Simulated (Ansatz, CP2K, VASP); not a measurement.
One calculation of SnO2, 3 ways

The starting cell:

```
Sn O
1.0
     4.73800    0.00000    0.00000
     0.00000    4.73800    0.00000
     0.00000    0.00000    3.18650
Sn O
2 4
Direct
  0.50000 0.50000 0.50000
  0.00000 0.00000 0.00000
  0.80710 0.19290 0.50000
  0.69290 0.69290 0.00000
  0.19290 0.80710 0.50000
  0.30710 0.30710 0.00000
```

Alike in all runs: task relaxation of cell and atoms; functional PBEsol; k mesh 6 × 6 × 8; occupations fermi-dirac, width 0.05 eV; no spin polarisation; no spin-orbit coupling.

| program and potentials | plane-wave cutoff (eV) | notes | equilibrium volume (Å³/atom) |
| --- | --- | --- | --- |
| Ansatz, Ansatz PAW | 420 | potentials made for PBE, which Ansatz adapts in part; 8.67 valence electrons an atom on average | 12.18 |
| VASP, PBE PAW files O, Sn_d, 600 eV | 600 | potentials made for PBE; 8.67 valence electrons an atom on average | 12.21 |
| CP2K, POTENTIAL_UZH Sn GTH-PBE-q4, O GTH-PBE-q6; TZVP-MOLOPT-PBE-GTH basis | - | atomic basis; potentials made for PBE; 5.33 valence electrons an atom on average | 12.69 |

The equilibrium volume spans 12.18 (Ansatz, Ansatz PAW) to 12.69 Å³/atom (CP2K, POTENTIAL_UZH Sn GTH-PBE-q4, O GTH-PBE-q6; TZVP-MOLOPT-PBE-GTH basis). Relaxations stop with a little pressure left, so the last digit of a volume isn't settled. Rows in atomic bases carry the error of their basis and grid, which can be large.

Differences between rows come from potentials, basis sets and numerical settings, since the functional is the same but for its coding. Runs on potential files found faulty are left out.
